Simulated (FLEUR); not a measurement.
# SnSe (Fm-3m) in FLEUR: further runs

One crystal, SnSe, is run at these levels: PBEsol; tasks: single point.

All numbers are computed with FLEUR MaX-R8.1 (later development tree); they aren't measurements. Logs are shortened: lines on timing, memory, paths and dates and some standing lists are left out, and cuts for length are marked.

### Step 1. Starting point

It takes space group Fm-3m (No. 225, cubic). Conventional cell: a = 6.020 Å, b = 6.020 Å, c = 6.020 Å, α = 90.00°, β = 90.00°, γ = 90.00°. Sn (site symmetry m-3m) is surrounded by 6 Se at 3.01 Å. Around Se (site symmetry m-3m) lie 6 Sn at 3.01 Å.

Measurements of this composition are mostly on another form, of space group No. 62.

### Step 2. Single point, PBEsol

Contents of inp.xml:

```xml
<?xml version="1.0" encoding="UTF-8" standalone="no"?>
<fleurInput fleurInputVersion="0.39">
   <comment>
      SnSe                                                                                                
   </comment>
   <calculationSetup>
      <cutoffs Kmax="4.1" Gmax="12.7" GmaxXC="12.7" numbands="0"/>
      <scfLoop itmax="60" minDistance="0.00001" maxIterBroyd="15" imix="Anderson" alpha="0.05" precondParam="0.0" spinf="2.0" sdNocoIR="T"/>
      <coreElectrons ctail="T" frcor="F" kcrel="0" coretail_lmax="0"/>
      <xcFunctional name="PBEs" relativisticCorrections="F"/>
      <magnetism jspins="1"/>
      <soc l_soc="F" theta="0.0" phi="0.0" spav="F"/>
      <expertModes spex="0" secvar="F"/>
      <geometryOptimization l_f="T" forcealpha="1.0" forcemix="BFGS" epsdisp="0.0005" epsforce="0.0002"/>
      <ldaU l_linMix="F" mixParam="0.05" spinf="1.0"/>
   </calculationSetup>
   <cell>
      <bzIntegration valenceElectrons="38.0" mode="hist" fermiSmearingEnergy="0.00183747">
         <kPointListSelection listName="default-1"/>
         <!-- k-points included here -->
         <xi:include xmlns:xi="http://www.w3.org/2001/XInclude" href="kpts.xml"> </xi:include>
      </bzIntegration>
      <!-- symmetry operations included here -->
      <xi:include xmlns:xi="http://www.w3.org/2001/XInclude" href="sym.xml"> </xi:include>
      <bulkLattice scale="1.0">
         <bravaisMatrix>
            <row-1>    0.0000000000000000     5.6880756350459993     5.6880756350459993</row-1>
            <row-2>    5.6880756350459993     0.0000000000000000     5.6880756350459993</row-2>
            <row-3>    5.6880756350459993     5.6880756350459993     0.0000000000000000</row-3>
         </bravaisMatrix>
      </bulkLattice>
   </cell>
   <atomSpecies>
      <species name="Tin (Sn)" element="Sn" atomicNumber="50">
         <mtSphere radius="2.63" gridPoints="879" logIncrement="0.015"/>
         <atomicCutoffs lmax="10" lnonsphr="10"/>
         <electronConfig flipSpins="F">
            <coreConfig>(1s1/2) (2s1/2) (2p1/2) (2p3/2) (3s1/2) (3p1/2) (3p3/2) (3d3/2) (3d5/2)</coreConfig>
            <valenceConfig>(4s1/2) (4p1/2) (4p3/2) (5s1/2) (4d3/2) (4d5/2) (5p1/2) (5p3/2)</valenceConfig>
            <stateOccupation state="(5p1/2)" spinUp="0.333333" spinDown="0.333333"/>
            <stateOccupation state="(5p3/2)" spinUp="0.666667" spinDown="0.666667"/>
         </electronConfig>
         <energyParameters s="5" p="5" d="4" f="4"/>
         <lo type="SCLO" l="0" n="4" eDeriv="0"/>
         <lo type="SCLO" l="1" n="4" eDeriv="0"/>
         <lo type="SCLO" l="1" n="4" eDeriv="1"/>
         <lo type="SCLO" l="2" n="4" eDeriv="2"/>
         <lo type="SCLO" l="3" n="4" eDeriv="2"/>
      </species>
      <species name="Selenium (Se)" element="Se" atomicNumber="34">
         <mtSphere radius="2.48" gridPoints="847" logIncrement="0.015"/>
         <atomicCutoffs lmax="10" lnonsphr="10"/>
         <electronConfig flipSpins="F">
            <coreConfig>(1s1/2) (2s1/2) (2p1/2) (2p3/2) (3s1/2) (3p1/2) (3p3/2)</coreConfig>
            <valenceConfig>(3d3/2) (3d5/2) (4s1/2) (4p1/2) (4p3/2)</valenceConfig>
            <stateOccupation state="(4p1/2)" spinUp="0.666667" spinDown="0.666667"/>
            <stateOccupation state="(4p3/2)" spinUp="1.333333" spinDown="1.333333"/>
         </electronConfig>
         <energyParameters s="4" p="4" d="4" f="4"/>
         <lo type="SCLO" l="2" n="3" eDeriv="0"/>
         <lo type="SCLO" l="0" n="4" eDeriv="2"/>
         <lo type="SCLO" l="1" n="4" eDeriv="2"/>
         <lo type="SCLO" l="3" n="4" eDeriv="2"/>
      </species>
   </atomSpecies>
   <atomGroups>
      <atomGroup species="Tin (Sn)">
         <relPos label="                   1">.0000000000 .0000000000 .0000000000</relPos>
         <force calculate="T" relaxXYZ="TTT"/>
      </atomGroup>
      <atomGroup species="Selenium (Se)">
         <relPos label="                   2">1.000/2.000 1.000/2.000 1.000/2.000</relPos>
         <force calculate="T" relaxXYZ="TTT"/>
      </atomGroup>
   </atomGroups>
   <output dos="F" band="F" slice="F">
      <checks vchk="F" cdinf="F"/>
      <bandDOS minEnergy="-.5*Htr" maxEnergy="0.5*Htr" sigma="0.015" storeEVData="T"/>
      <vacuumDOS vacdos="F" integ="F" star="F" nstars="0" locx1="0.0" locy1="0.0" locx2="0.0" locy2="0.0" nstm="0" tworkf="0.0"/>
      <unfoldingBand unfoldBand="F" supercellX="1" supercellY="1" supercellZ="1"/>
      <plotting iplot="0" polar="F">
         <plot TwoD="T" vec1="  1.0  0.0  0.0" vec2="  0.0  1.0  0.0" vec3="  0.0  0.0  1.0" zero="  0.0  0.0  0.0" file="plot"/>
      </plotting>
      <chargeDensitySlicing numkpt="0" minEigenval="0.0" maxEigenval="0.0" nnne="0" pallst="F"/>
      <specialOutput eonly="F"/>
      <moessbauerParams electricFieldGradient="T" isomerShift="T" coreHyperfine="T" valenceHyperfine="T"/>
      <magneticCircularDichroism mcd="F" energyLo="-10.0" energyUp="0.0"/>
   </output>
  <!-- We include the file relax.xml here to enable relaxations (see documentation) -->
  <xi:include xmlns:xi="http://www.w3.org/2001/XInclude" href="relax.xml"> <xi:fallback/> </xi:include>
</fleurInput>
```

Contents of crystal.txt:

```
SnSe
&input cartesian=F /
0.0000000000  3.0100000000  3.0100000000
3.0100000000  0.0000000000  3.0100000000
3.0100000000  3.0100000000  0.0000000000
1.8897261246
1.0 1.0 1.0

2
50 0.0000000000  0.0000000000  0.0000000000
34 0.5000000000  0.5000000000  0.5000000000

&kpt div1=8 div2=8 div3=8 gamma=T /
```

Potentials or basis: all-electron, FLAPW.

The run is started by

```console
$ inpgen -f crystal.txt -profile fastHighL
$ # inp.xml edited to the form shown
$ fleur_MPI
```

Output:

```text
Welcome to FLEUR        (www.flapw.de)
      MaX-Release 8.1          (www.max-centre.eu)

 ========== k-point set info ==========
 Selected k-point list: default-1
 k-point list type: mesh
 8 x 8 x 8
 Number of k points: 29

 ------------Calculation Setup---------------------------
 Number of MPI-tasks      :            1
 Number of PE/node        :            1
 Number of OMP-threads    :            1
 Most efficient MPI parallelization for:
           1          29
 Additional eigenvalue parallelization possible
 Number of basis functions:          514
 Approximate size of matrices (H+S) per k-point:         0.004 GB
 --------------------------------------------------------
 Iteration:     1   Distance:       4.72955235 me/bohr^3
 Iteration:     2   Distance:       4.27433752 me/bohr^3
 Iteration:     3   Distance:       2.24604221 me/bohr^3
 Iteration:     4   Distance:       0.97505239 me/bohr^3
 Iteration:     5   Distance:       0.68291654 me/bohr^3
 Iteration:     6   Distance:       0.08473031 me/bohr^3
 Iteration:     7   Distance:       0.07202353 me/bohr^3
 Iteration:     8   Distance:       0.02433163 me/bohr^3
 Iteration:     9   Distance:       0.00326645 me/bohr^3
 Iteration:    10   Distance:       0.00262361 me/bohr^3
 Iteration:    11   Distance:       0.00030344 me/bohr^3
 Iteration:    12   Distance:       0.00009826 me/bohr^3
 Iteration:    13   Distance:       0.00001154 me/bohr^3
 Iteration:    14   Distance:       0.00000317 me/bohr^3

 ********************************************************************
 Run finished successfully
 Stop message:
   Structural relaxation: Done
 ********************************************************************
```

out.xml (last iteration):

```text
<iteration numberForCurrentRun="   15" overallNumber="   15">
         <energyParameters units="Htr">
            <atomicEP atomType="1" spin="1" branch="5s" branchLowest="-4.53" branchHighest="0.65" value="-0.0463764478"/>
            <atomicEP atomType="1" spin="1" branch="5p" branchLowest="-2.90" branchHighest="1.27" value="0.1774076160"/>
            <atomicEP atomType="1" spin="1" branch="4d" branchLowest="-17.00" branchHighest="-0.53" value="-0.5494606774"/>
            <atomicEP atomType="1" spin="1" branch="4f" branchLowest="-9.99" branchHighest="1.77" value="0.5334050266"/>
            <loAtomicEP atomType="1" spin="1" branch="4s" branchLowest="-30.63" branchHighest="-4.53" value="-4.5280776081"/>
            <loAtomicEP atomType="1" spin="1" branch="4p" branchLowest="-25.26" branchHighest="-2.90" value="-2.9131256420"/>
            <loAtomicEP atomType="1" spin="1" branch="4p" branchLowest="-25.26" branchHighest="-2.90" value="-2.9131256420"/>
            <loAtomicEP atomType="1" spin="1" branch="4d" branchLowest="-17.00" branchHighest="-0.53" value="-0.5622102014"/>
            <loAtomicEP atomType="1" spin="1" branch="4f" branchLowest="-9.99" branchHighest="1.77" value="0.5334065212"/>
            <atomicEP atomType="2" spin="1" branch="4s" branchLowest="-7.40" branchHighest="0.14" value="-0.2485984590"/>
            <atomicEP atomType="2" spin="1" branch="4p" branchLowest="-5.18" branchHighest="0.78" value="0.1078866638"/>
            <atomicEP atomType="2" spin="1" branch="4d" branchLowest="-1.52" branchHighest="1.87" value="0.3960045710"/>
            <atomicEP atomType="2" spin="1" branch="4f" branchLowest="-9.99" branchHighest="2.78" value="0.5657290467"/>
            <loAtomicEP atomType="2" spin="1" branch="3d" branchLowest="-9.99" branchHighest="-1.52" value="-1.5225356279"/>
            <loAtomicEP atomType="2" spin="1" branch="4s" branchLowest="-7.40" branchHighest="0.14" value="-0.2485984590"/>
            <loAtomicEP atomType="2" spin="1" branch="4p" branchLowest="-5.18" branchHighest="0.78" value="0.1044701218"/>
            <loAtomicEP atomType="2" spin="1" branch="4f" branchLowest="-9.99" branchHighest="2.78" value="0.5657317275"/>
         </energyParameters>
         <eigenvalues>
            <eigenvaluesAt spin="1" ikpt="1" k_x="0.00000000" k_y="0.00000000" k_z="0.00000000">
                      -4.5280763631       -2.9046192122       -2.9046192122       -2.9046192122       -1.5246295121
                      -1.5246295121       -1.5245645770       -1.5245645770       -1.5245645770       -0.5643468817
                      -0.5643468817       -0.5643468817       -0.5643335280       -0.5643335280       -0.2836521463
                       0.0386057217        0.1462444247        0.1462444247        0.1462444247        0.3839644511
                       0.3839644511        0.3839644511        0.4402677989        0.4402677989        0.4402677989
                       0.5224199264        0.5265618661        0.5265618661        0.5631754398        0.9843514635
            </eigenvaluesAt>
            <eigenvaluesAt spin="1" ikpt="2" k_x="0.00000000" k_y="0.00000000" k_z="0.12500000">
                      -4.5280763609       -2.9046194808       -2.9046192282       -2.9046192282       -1.5246309810
                      -1.5246309810       -1.5245674421       -1.5245663942       -1.5245663942       -0.5643816016
                      -0.5643816016       -0.5643343396       -0.5642752129       -0.5642752129       -0.2796212774
                       0.0175707548        0.1469541388        0.1469541388        0.1626810119        0.3514794967
                       0.3571908982        0.3571908982        0.4386298095        0.4539366137        0.4539366137
                       0.5642327477        0.5642327477        0.5665244617        0.5976722023        0.9096580454
            </eigenvaluesAt>
            <eigenvaluesAt spin="1" ikpt="3" k_x="0.00000000" k_y="0.00000000" k_z="0.25000000">
[... 39 lines left out ...]
            <state n="1" l="0" j="0.5" energy="-458.6150994511" weight="1.0000000000"/>
            <state n="2" l="0" j="0.5" energy="-58.5623571246" weight="1.0000000000"/>
            <state n="2" l="1" j="0.5" energy="-52.5053455350" weight="1.0000000000"/>
            <state n="2" l="1" j="1.5" energy="-50.9725240375" weight="2.0000000000"/>
            <state n="3" l="0" j="0.5" energy="-7.4008159544" weight="1.0000000000"/>
            <state n="3" l="1" j="0.5" energy="-5.3304718428" weight="1.0000000000"/>
            <state n="3" l="1" j="1.5" energy="-5.1146954096" weight="2.0000000000"/>
         </coreStates>
         <allElectronCharges>
            <spinDependentCharge spin="1" total="84.0000000" interstitial="3.3424005" mtSpheres="80.6575995"/>
            <totalCharge value="83.9999999969"/>
         </allElectronCharges>
         <moessbauerParams unitsHFF="kG" unitsIS="e/bohr^3" unitsEFG="Htr/bohr^2">
            <coreIsomerShift atomType="1" isTotal="193345.01933">
               <shell n="1" l="0" isomerShift="169103.02180"/>
               <shell n="2" l="0" isomerShift="19816.49477"/>
               <shell n="2" l="1" isomerShift="477.18574"/>
               <shell n="3" l="0" isomerShift="3848.22540"/>
               <shell n="3" l="1" isomerShift="100.09160"/>
               <shell n="3" l="2" isomerShift="0.00002"/>
            </coreIsomerShift>
            <coreIsomerShift atomType="2" isTotal="39904.59737">
               <shell n="1" l="0" isomerShift="35630.71949"/>
               <shell n="2" l="0" isomerShift="3653.08268"/>
               <shell n="2" l="1" isomerShift="36.79602"/>
               <shell n="3" l="0" isomerShift="578.12056"/>
               <shell n="3" l="1" isomerShift="5.87862"/>
            </coreIsomerShift>
            <isomerShift atomType="1" nucleusRadius="0.0001161" averageDensity="194207.22352"/>
            <isomerShift atomType="2" nucleusRadius="0.0001013" averageDensity="39961.54029"/>
            <electricFieldGradient atomType="1" VXX="0.00000" VYY="0.00000" VZZ="0.00000" asymParam="0.00000">
            </electricFieldGradient>
            <electricFieldGradient atomType="2" VXX="0.00000" VYY="0.00000" VZZ="0.00000" asymParam="0.00000">
            </electricFieldGradient>
         </moessbauerParams>
         <totalEnergy                                    value="    -8604.9712140878" units="Htr">
            <sumOfEigenvalues                            value="    -5134.2550924548">
               <coreElectrons value="-5087.0846348559"/>
               <valenceElectrons value="-47.1704575989"/>
            </sumOfEigenvalues>
            <densityCoulombPotentialIntegral value="-13795.6337688162"/>
            <densityEffectivePotentialIntegral value="-14122.6931054377"/>
            <chargeDenXCDenIntegral value="-248.9290683144"/>
            <FockExchangeEnergyValence value="0.0000000000"/>
            <FockExchangeEnergyCore value="0.0000000000"/>
            <atomTypeDependentContributions atomType="1">
               <electronNucleiInteractionDifferentMTs value="7483.0858075418"/>
               <MadelungTerm value="-23.6232730307"/>
            </atomTypeDependentContributions>
            <atomTypeDependentContributions atomType="2">
               <electronNucleiInteractionDifferentMTs value="2926.5011807538"/>
               <MadelungTerm value="-13.4530130218"/>
            </atomTypeDependentContributions>
            <tkbTimesEntropy value="0.0000011974"/>
            <freeEnergy value="-8604.9712152852"/>
            <extrapolationTo0K value="-8604.9712146865"/>
         </totalEnergy>
         <totalForcesOnRepresentativeAtoms units="Htr/bohr">
            <forceTotal atomType="1" x="0.000000" y="0.000000" z="0.000000" F_x="0.00000000" F_y="0.00000000" F_z="0.00000000"/>
            <forceTotal atomType="2" x="5.688076" y="5.688076" z="5.688076" F_x="0.00000000" F_y="0.00000000" F_z="0.00000000"/>
         </totalForcesOnRepresentativeAtoms>
      </iteration>
```

It took 69 s on 1 thread of Intel Xeon Platinum 8375C at 2.90GHz (Ice Lake), shared host; peak memory 0.08 GiB.

What came out:

```
Free energy                                           : -234153.1954 eV
Band gap on the k mesh                                : 0.65 eV, direct
Valence electrons inside the program's atomic spheres : Sn 20.01; Se 14.64 (radii Sn 2.63, Se 2.48 bohr)
```

Levels at points of the mesh, in eV from the valence-band top:
| k point | band 17 | band 18 | band 19 | band 20 | band 21 | band 22 |
| --- | --- | --- | --- | --- | --- | --- |
| (0.00, 0.00, 0.00) | -2.10 | -2.10 | -2.10 | 4.37 | 4.37 | 4.37 |
| (0.00, 0.00, 0.50) | -1.85 | -1.85 | 0.00 | 0.65 | 1.30 | 1.30 |
| (0.00, 0.50, 0.50) | -5.42 | -3.56 | -3.56 | 3.01 | 5.41 | 5.41 |

Core levels (eV from the Fermi level):
```tsv
atom	levels
1 Sn	1s1/2 -28976.5, 2s1/2 -4370.1, 2p1/2 -4082.3, 2p3/2 -3851.9, 3s1/2 -839.9, 3p1/2 -723.0, 3p3/2 -680.9, 3d3/2 -474.1, 3d5/2 -465.4
2 Se	1s1/2 -12485.9, 2s1/2 -1599.9, 2p1/2 -1435.1, 2p3/2 -1393.4, 3s1/2 -207.8, 3p1/2 -151.4, 3p3/2 -145.6
```

Caveat: spin-orbit coupling is left out, which moves the levels of the heavy elements.

(Part 1 of 2 ends here.)
